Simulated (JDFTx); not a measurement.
# Cd (P6_3/mmc) in JDFTx: equation of state

Aim: energy against volume of Cd in PBEsol, for its equilibrium volume and stiffness.

All numbers are computed with JDFTx 1.7.0 (patched build); they aren't measurements. Logs are shortened: lines on timing, memory, paths and dates and some standing lists are left out, and cuts for length are marked. The log counts tension as positive stress, the text compression.

### 1 The crystal as given

It takes space group P6_3/mmc (No. 194, hexagonal). Conventional cell: a = 2.979 Å, b = 2.979 Å, c = 5.618 Å, α = 90.00°, β = 90.00°, γ = 120.00°. Around Cd (site symmetry -6m2) lie 12 Cd at 2.98 to 3.29 Å.

### 2 Equation of state, PBEsol, 20.29 Å³/atom (volume scaled by 0.94)

Cd.in reads:

```
lattice \
    5.5143335948    -2.7571667973     0.0000000000 \
    0.0000000000     4.7755529782     0.0000000000 \
    0.0000000000     0.0000000000    10.3991097693
coords-type Lattice
ion Cd     0.6666666667     0.3333333333     0.7500000000 1
ion Cd     0.3333333333     0.6666666667     0.2500000000 1

ion-species pseudo/Cd.upf
elec-cutoff 51 408
elec-ex-corr gga-PBEsol
kpoint-folding 10 10 5
elec-smearing Fermi 0.0018374661
elec-n-bands 27
electronic-SCF nIterations 100 energyDiffThreshold 1e-09
electronic-minimize nIterations 30 energyDiffThreshold 1e-7
forces-output-coords Cartesian

dump-name run.$VAR
dump End Ecomponents EigStats BandEigs Kpoints Forces Stress ElecDensity Dtot KEdensity
```

Potentials or basis: PseudoDojo-SR-PBEsol-0.4.1-standard with smoothed tails.

Command:

```sh
$ jdftx -c 1 -i Cd.in -o Cd.out
```

Standard output:

```text
*************** JDFTx 1.7.0 (patched build) ***************

Input parsed successfully to the following command list (including defaults):
[... the input with its defaults ...]

---------- Setting up symmetries ----------

Found 24 point-group symmetries of the bravais lattice
Found 24 space-group symmetries with basis
Applied RMS atom displacement 3.1837e-10 bohrs to make symmetries exact.

---------- Initializing the Grid ----------
R =
[      5.51433     -2.75717            0  ]
[            0      4.77555            0  ]
[            0            0      10.3991  ]
unit cell volume = 273.85
G =
[    1.13943   0.657849         -0  ]
[          0     1.3157          0  ]
[          0         -0   0.604204  ]
Minimum fftbox size, Smin = [  52  52  96  ]
Chosen fftbox size, S = [  54  54  96  ]

---------- Initializing tighter grid for wavefunction operations ----------
R =
[      5.51433     -2.75717            0  ]
[            0      4.77555            0  ]
[            0            0      10.3991  ]
unit cell volume = 273.85
G =
[    1.13943   0.657849         -0  ]
[          0     1.3157          0  ]
[          0         -0   0.604204  ]
Minimum fftbox size, Smin = [  36  36  68  ]
Chosen fftbox size, S = [  36  36  70  ]

---------- Exchange Correlation functional ----------
Initalized PBEsol GGA exchange.
Initalized PBEsol GGA correlation.

---------- Setting up pseudopotentials ----------
Width of ionic core gaussian charges (only for fluid interactions / plotting) set to 0

Reading pseudopotential file 'pseudo/Cd.upf':
  'Cd' pseudopotential, 'PBESOL' functional
  Generated using ONCVPSP code by D. R. Hamann
  20 valence electrons, 4 orbitals, 6 projectors, 1001 radial grid points, with lMax = 2
    4S    l: 0   occupation:  2.0   eigenvalue: -3.888393
    4P    l: 1   occupation:  6.0   eigenvalue: -2.458287
    4D    l: 2   occupation: 10.0   eigenvalue: -0.431057
    5S    l: 0   occupation:  2.0   eigenvalue: -0.209481
  Core radius for overlap checks: 1.32 bohrs.

Initialized 1 species with 2 total atoms.

Folded 1 k-points by 10x10x5 to 500 k-points.

---------- Setting up k-points, bands, fillings ----------
Reduced to 42 k-points under symmetry.
Computing the number of bands and number of electrons
Calculating initial fillings.
nElectrons:  40.000000   nBands: 27   nStates: 42

----- Setting up reduced wavefunction bases (one per k-point) -----
average nbasis = 4763.590 , ideal nbasis = 4763.894

---------- Setting up ewald sum ----------
Optimum gaussian width for ewald sums = 2.308037 bohr.
Real space sum over 1521 unit cells with max indices [  6  6  4  ]
Reciprocal space sum over 2057 terms with max indices [  5  5  8  ]

---------- Allocating electronic variables ----------
Initializing wave functions:  linear combination of atomic orbitals
Note: number of bands (27) exceeds available atomic orbitals (20)
Cd pseudo-atom occupations:   s ( 2 2 )  p ( 6 )  d ( 10 )
	FillingsUpdate:  mu: +0.633537337  nElectrons: 40.000000
LCAOMinimize: Iter:   0  F: -335.7919170393441846  |grad|_K:  2.657e-04  alpha:  1.000e+00
	FillingsUpdate:  mu: +0.634821820  nElectrons: 40.000000
LCAOMinimize: Iter:   1  F: -335.7926342268557391  |grad|_K:  5.512e-06  alpha:  6.737e-01  linmin: -3.672e-03  cgtest:  2.223e-02
LCAOMinimize: Encountered beta<0, resetting CG.
	FillingsUpdate:  mu: +0.634820789  nElectrons: 40.000000
LCAOMinimize: Iter:   2  F: -335.7926346671537203  |grad|_K:  2.514e-07  alpha:  9.468e-01  linmin:  3.097e-03  cgtest: -1.580e-02
	FillingsUpdate:  mu: +0.634821573  nElectrons: 40.000000
LCAOMinimize: Iter:   3  F: -335.7926346680164897  |grad|_K:  3.397e-08  alpha:  8.936e-01  linmin: -6.105e-04  cgtest:  1.121e-02
LCAOMinimize: Converged (|Delta F|<1.000000e-06 for 2 iters).

-------- Electronic minimization -----------
Will mix electronic density at each iteration.
	FillingsUpdate:  mu: +0.634821573  nElectrons: 40.000000
	FillingsUpdate:  mu: +0.579674118  nElectrons: 40.000000
SCF: Cycle:  0   F: -335.909262844414400   dF: -1.166e-01   |Residual|: 3.682e-02   |deigs|: 2.871e-01
	FillingsUpdate:  mu: +0.577653853  nElectrons: 40.000000
SCF: Cycle:  1   F: -335.910935889685391   dF: -1.673e-03   |Residual|: 1.995e-02   |deigs|: 8.409e-03
	FillingsUpdate:  mu: +0.577097894  nElectrons: 40.000000
SCF: Cycle:  2   F: -335.911032370072007   dF: -9.648e-05   |Residual|: 9.888e-03   |deigs|: 1.444e-03
	FillingsUpdate:  mu: +0.576751208  nElectrons: 40.000000
SCF: Cycle:  3   F: -335.911050869324697   dF: -1.850e-05   |Residual|: 1.404e-03   |deigs|: 6.450e-04
	FillingsUpdate:  mu: +0.576720373  nElectrons: 40.000000
SCF: Cycle:  4   F: -335.911053242161245   dF: -2.373e-06   |Residual|: 7.962e-04   |deigs|: 2.895e-04
	FillingsUpdate:  mu: +0.576738384  nElectrons: 40.000000
SCF: Cycle:  5   F: -335.911054787505918   dF: -1.545e-06   |Residual|: 2.031e-04   |deigs|: 2.237e-04
	FillingsUpdate:  mu: +0.576744957  nElectrons: 40.000000
SCF: Cycle:  6   F: -335.911055096203825   dF: -3.087e-07   |Residual|: 5.966e-05   |deigs|: 7.544e-05
	FillingsUpdate:  mu: +0.576743982  nElectrons: 40.000000
SCF: Cycle:  7   F: -335.911055259455679   dF: -1.633e-07   |Residual|: 2.707e-05   |deigs|: 1.404e-04
	FillingsUpdate:  mu: +0.576742740  nElectrons: 40.000000
SCF: Cycle:  8   F: -335.911055331292914   dF: -7.184e-08   |Residual|: 1.346e-05   |deigs|: 6.799e-05
	FillingsUpdate:  mu: +0.576742863  nElectrons: 40.000000
SCF: Cycle:  9   F: -335.911055364123968   dF: -3.283e-08   |Residual|: 6.899e-06   |deigs|: 3.421e-05
	FillingsUpdate:  mu: +0.576743001  nElectrons: 40.000000
SCF: Cycle: 10   F: -335.911055378694698   dF: -1.457e-08   |Residual|: 4.343e-06   |deigs|: 3.782e-05
	FillingsUpdate:  mu: +0.576743049  nElectrons: 40.000000
SCF: Cycle: 11   F: -335.911055385752263   dF: -7.058e-09   |Residual|: 3.933e-06   |deigs|: 3.013e-05
	FillingsUpdate:  mu: +0.576743038  nElectrons: 40.000000
SCF: Cycle: 12   F: -335.911055389522005   dF: -3.770e-09   |Residual|: 4.342e-06   |deigs|: 2.989e-05
	FillingsUpdate:  mu: +0.576743074  nElectrons: 40.000000
SCF: Cycle: 13   F: -335.911055391157390   dF: -1.635e-09   |Residual|: 2.836e-06   |deigs|: 2.781e-05
	FillingsUpdate:  mu: +0.576743072  nElectrons: 40.000000
SCF: Cycle: 14   F: -335.911055392199785   dF: -1.042e-09   |Residual|: 2.618e-06   |deigs|: 4.127e-05
	FillingsUpdate:  mu: +0.576743073  nElectrons: 40.000000
SCF: Cycle: 15   F: -335.911055392577168   dF: -3.774e-10   |Residual|: 2.908e-06   |deigs|: 3.269e-05
	FillingsUpdate:  mu: +0.576743084  nElectrons: 40.000000
SCF: Cycle: 16   F: -335.911055392875312   dF: -2.981e-10   |Residual|: 2.100e-06   |deigs|: 4.641e-05
SCF: Converged (|Delta E|<1.000000e-09 for 2 iters).

Setting wave functions to eigenvectors of Hamiltonian

# Stress tensor in Cartesian coordinates [Eh/a0^3]:
[ -0.000114296            0            0  ]
[            0 -0.000114296            0  ]
[            0            0 -3.09783e-05  ]

# Ionic positions in lattice coordinates:
ion Cd   0.666666666666667   0.333333333333333   0.750000000000000 1
ion Cd   0.333333333333333   0.666666666666667   0.250000000000000 1

# Forces in Cartesian coordinates:
force Cd   0.000000000000000  -0.000000000000000   0.000000000000000 1
force Cd  -0.000000000000000   0.000000000000000   0.000000000000000 1

# Energy components:
   Eewald =     -223.3889424285085568
       EH =       93.5927280731532107
     Eloc =     -303.2343588175723426
      Enl =        8.1566409356042531
      Exc =      -48.1313255247517091
 Exc_core =       14.5039341082425359
       KE =      122.5903633485309001
-------------------------------------
     Etot =     -335.9109603053017281
       TS =        0.0000950875736093
-------------------------------------
        F =     -335.9110553928753120

IonicMinimize: Iter:   0  F: -335.911055392875312  |grad|_K:  3.068e-36
IonicMinimize: Converged (|grad|_K<1.000000e-04).

#--- Lowdin population analysis ---
# oxidation-state Cd +0.548 +0.548

Dumping 'run.eigStats' ...
	eMin: -3.206141 at state 0 ( [ +0.000000 +0.000000 +0.000000 ] spin 0 )
	HOMO: +0.575688 at state 9 ( [ +0.000000 +0.300000 +0.000000 ] spin 0 )
	mu  : +0.576743
	LUMO: +0.580314 at state 12 ( [ +0.000000 +0.400000 +0.000000 ] spin 0 )
	eMax: +1.208489 at state 1 ( [ +0.000000 +0.000000 +0.200000 ] spin 0 )
	HOMO-LUMO gap: +0.004625
	Optical gap  : +0.037559 at state 41 ( [ +0.300000 +0.300000 +0.400000 ] spin 0 )
Done!
[note: the HOMO, LUMO and gaps printed at the end count levels as full or empty at half filling, so they show a gap where a level is partly filled]
```

Wall time 3.4 min (1 thread of Arm Neoverse V2, shared host); peak memory 0.29 GiB.

Results:

```
Free energy            : -9140.6055 eV
Pressure               : 2.5 GPa
Band gap on the k mesh : none (metal or under the smearing width)
```

### 3 Equation of state, PBEsol, 20.72 Å³/atom (volume scaled by 0.96)

Cd.in reads:

```
lattice \
    5.5531682094    -2.7765841048     0.0000000000 \
    0.0000000000     4.8091847409     0.0000000000 \
    0.0000000000     0.0000000000    10.4723453496
coords-type Lattice
ion Cd     0.6666666667     0.3333333333     0.7500000000 1
ion Cd     0.3333333333     0.6666666667     0.2500000000 1

ion-species pseudo/Cd.upf
elec-cutoff 51 408
elec-ex-corr gga-PBEsol
kpoint-folding 10 10 5
elec-smearing Fermi 0.0018374661
elec-n-bands 27
electronic-SCF nIterations 100 energyDiffThreshold 1e-09
electronic-minimize nIterations 30 energyDiffThreshold 1e-7
forces-output-coords Cartesian

dump-name run.$VAR
dump End Ecomponents EigStats BandEigs Kpoints Forces Stress
```

Potentials or basis: PseudoDojo-SR-PBEsol-0.4.1-standard with smoothed tails.

Command:

```sh
$ jdftx -c 1 -i Cd.in -o Cd.out
```

Wall time 3.2 min (1 thread of Arm Neoverse V2, shared host); peak memory 0.29 GiB.

Results (log left out):

```
Free energy            : -9140.6155 eV
Pressure               : 1.0 GPa
Band gap on the k mesh : none (metal or under the smearing width)
```

### 4 Equation of state, PBEsol, 21.15 Å³/atom (volume scaled by 0.98)

Cd.in: that of step 3 with these lines changed.

```diff
@@ -1,5 +1,5 @@
 lattice \
-    5.5531682094    -2.7765841048     0.0000000000 \
-    0.0000000000     4.8091847409     0.0000000000 \
-    0.0000000000     0.0000000000    10.4723453496
+    5.5914671315    -2.7957335657     0.0000000000 \
+    0.0000000000     4.8423525804     0.0000000000 \
+    0.0000000000     0.0000000000    10.5445707034
 coords-type Lattice
```

Command:

```sh
$ jdftx -c 1 -i Cd.in -o Cd.out
```

It took 3.1 min on 1 thread of Arm Neoverse V2, shared host; peak memory 0.29 GiB.

Results (log left out):

```yaml
Free_energy: -9140.6178 eV
Pressure: -0.3 GPa
Band_gap_on_the_k_mesh: none (metal or under the smearing width)
```

### 5 Equation of state, PBEsol, 21.59 Å³/atom

Cd.in: that of step 4 with these lines changed.

```diff
@@ -1,5 +1,5 @@
 lattice \
-    5.5914671315    -2.7957335657     0.0000000000 \
-    0.0000000000     4.8423525804     0.0000000000 \
-    0.0000000000     0.0000000000    10.5445707034
+    5.6292484609    -2.8146242304     0.0000000000 \
+    0.0000000000     4.8750721714     0.0000000000 \
+    0.0000000000     0.0000000000    10.6158199640
 coords-type Lattice
```

Command:

```sh
$ jdftx -c 1 -i Cd.in -o Cd.out
```

Run time: 3.7 min. Hardware: 1 thread of Arm Neoverse V2, shared host; peak memory 0.29 GiB.

Results (log left out):

```
Free energy            : -9140.6135 eV
Pressure               : -1.5 GPa
Band gap on the k mesh : none (metal or under the smearing width)
```

### 6 Equation of state, PBEsol, 22.02 Å³/atom (volume scaled by 1.02)

Cd.in: that of step 5 with these lines changed.

```diff
@@ -1,5 +1,5 @@
 lattice \
-    5.6292484609    -2.8146242304     0.0000000000 \
-    0.0000000000     4.8750721714     0.0000000000 \
-    0.0000000000     0.0000000000    10.6158199640
+    5.6665293384    -2.8332646692     0.0000000000 \
+    0.0000000000     4.9073583584     0.0000000000 \
+    0.0000000000     0.0000000000    10.6861254564
 coords-type Lattice
```

Potentials or basis: PseudoDojo-SR-PBEsol-0.4.1-standard with smoothed tails.

Command:

```sh
$ jdftx -c 1 -i Cd.in -o Cd.out
```

It took 3.9 min on 1 thread of Arm Neoverse V2, shared host; peak memory 0.29 GiB.

The run converged. Its results:

| Item | Value |
| --- | --- |
| Free energy | -9140.6033 eV |
| Pressure | -2.5 GPa |
| Band gap on the k mesh | none (metal or under the smearing width) |

### 7 Equation of state, PBEsol, 22.45 Å³/atom (volume scaled by 1.04)

Cd.in: that of step 6 with these lines changed.

```diff
@@ -1,5 +1,5 @@
 lattice \
-    5.6665293384    -2.8332646692     0.0000000000 \
-    0.0000000000     4.9073583584     0.0000000000 \
-    0.0000000000     0.0000000000    10.6861254564
+    5.7033260146    -2.8516630072     0.0000000000 \
+    0.0000000000     4.9392252148     0.0000000000 \
+    0.0000000000     0.0000000000    10.7555178258
 coords-type Lattice
```

Command:

```sh
$ jdftx -c 1 -i Cd.in -o Cd.out
```

It took 3.8 min on 1 thread of Arm Neoverse V2, shared host; peak memory 0.3 GiB.

It converged, with:

```
Free energy            : -9140.5880 eV
Pressure               : -3.4 GPa
Band gap on the k mesh : none (metal or under the smearing width)
```

### 8 Equation of state, PBEsol, 22.88 Å³/atom (volume scaled by 1.06)

Cd.in: that of step 7 with these lines changed.

```diff
@@ -1,5 +1,5 @@
 lattice \
-    5.7033260146    -2.8516630072     0.0000000000 \
-    0.0000000000     4.9392252148     0.0000000000 \
-    0.0000000000     0.0000000000    10.7555178258
+    5.7396539112    -2.8698269557     0.0000000000 \
+    0.0000000000     4.9706860961     0.0000000000 \
+    0.0000000000     0.0000000000    10.8240261559
 coords-type Lattice
```

Command:

```sh
$ jdftx -c 1 -i Cd.in -o Cd.out
```

Wall time 4.1 min (1 thread of Arm Neoverse V2, shared host); peak memory 0.31 GiB.

It converged, with:

| Property | Result |
| --- | --- |
| Free energy | -9140.5683 eV |
| Pressure | -4.1 GPa |
| Band gap on the k mesh | none (metal or under the smearing width) |

### 9 Equation of state, PBEsol

Potentials or basis: PseudoDojo-SR-PBEsol-0.4.1-standard with smoothed tails.

This step only gathers the single runs of the series.

What came out:

```
Equilibrium volume                        : 21.08 Å³/atom
Bulk modulus at fixed shape and positions : 62 GPa
Pressure derivative of the bulk modulus   : 5.8
```

Energy against volume, from the lowest point:
| volume (Å³/atom) | energy (meV/atom) |
| --- | --- |
| 20.290 | 6.19 |
| 20.722 | 1.16 |
| 21.154 | 0.00 |
| 21.585 | 2.20 |
| 22.017 | 7.29 |
| 22.449 | 14.94 |
| 22.880 | 24.79 |

Caveat: the cell was scaled at fixed shape and fractional positions, which overstates the stiffness of a crystal with free parameters, most of all of layers and chains.
